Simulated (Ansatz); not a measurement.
Crystal: PtSe2 (Sudovikovite).

```
Pt Se
1.0
     3.72400    0.00000    0.00000
    -1.86200    3.22508    0.00000
     0.00000    0.00000    5.06200
Pt Se
1 2
Cartesian
  0.0000 0.0000 0.0000
  1.8620 1.0750 3.7965
  0.0000 2.1501 1.2655
```

```yaml
Program: Ansatz 0.2.0
Task: relaxation of cell and atoms
Functional: LDA
Potentials_or_basis: Ansatz PAW
Cutoff: "420 eV (not typed: the program's choice for these potentials)"
k_mesh: 8 × 8 × 5
Occupations: fermi-dirac, width 0.05 eV
Spin: no spin polarisation
```

At the start: volume 20.27 Å³/atom.

Task: How do energy, volume and symmetry change on relaxing?

Result: It ends after 6 steps and the volume is 19.22 Å³/atom (-5.2 %); space group P-3m1 (No. 164, to 0.05 Å).

The path:
```
step  energy change (eV)  largest force (eV/Å)  volume (Å³)
   1              0.0000                0.1963        60.80
   2             -0.0115                0.2953        56.57
   3             -0.0322                0.0494        58.45
   4             -0.0332                0.1895        57.47
   5             -0.0363                0.0056        57.65
   6             -0.0356                0.0058        57.65
```

Final structure:
```
Pt Se
1.0
     3.73834    0.00000    0.00000
    -1.86917    3.23749    0.00000
     0.00000    0.00000    4.76315
Pt Se
1 2
Direct
  0.00000 0.00000 0.00000
  0.66667 0.33333 0.73463
  0.33333 0.66667 0.26537
```

Caveat: the plane-wave basis is chosen anew once the cell has moved, so the energies of steps on either side of that aren't comparable; the PAW data sets come from PBE, with cores solved anew for the run's functional, which leaves a small shift of forces and pressure.
